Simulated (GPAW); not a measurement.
The system is PbS (Galena).

```
CELL_PARAMETERS angstrom
0.00000 2.96575 2.96575
2.96575 0.00000 2.96575
2.96575 2.96575 0.00000
ATOMIC_POSITIONS crystal
Pb 0.00000 0.00000 0.00000
S 0.50000 0.50000 0.50000
```

Program: GPAW 26.7.0. Alike in all runs: task band structure; cell as given; cutoff (eV) 600; smearing fermi-dirac 0.05 eV.

Order these runs on this cell by their pressure, lowest first.
A. level PBEsol; potentials or basis PAW data sets generated in the run's folder for this functional, pw; spin SOC, no magnetisation; k mesh 6 × 6 × 6; band points 80; spin axis theta (degrees) 0; spin axis phi (degrees) 0; soc after scf second variation
B. level OLYP; potentials or basis PAW data sets generated in the run's folder for this functional, pw; spin SOC, no magnetisation; k mesh 6 × 6 × 6; eigensolver davidson; band points 80; spin axis theta (degrees) 54.7; spin axis phi (degrees) 45; soc after scf second variation
C. level LDA; potentials or basis the program's PAW data sets (release 1.2.1) made for this functional, pw; spin off; k mesh 8 × 8 × 8; band points 80
D. level BLYP; potentials or basis PAW data sets generated in the run's folder for this functional, pw; spin SOC, no magnetisation; k mesh 6 × 6 × 6; eigensolver davidson; band points 100; spin axis theta (degrees) 0; spin axis phi (degrees) 0; soc after scf second variation
E. level PBE; potentials or basis GPAW PAW data sets (gpaw-data 1.2.1), pw; spin off; k mesh 8 × 8 × 8; band points 60

C (-2.8 GPa), A (-1.2 GPa), E (2.0 GPa), B (3.5 GPa), D (5.7 GPa).

Caveats: spin-orbit coupling was added after a scalar SCF, so levels and gaps hold it while energy, forces, pressure and moments don't (some runs).

Not every run made on this cell is shown here.
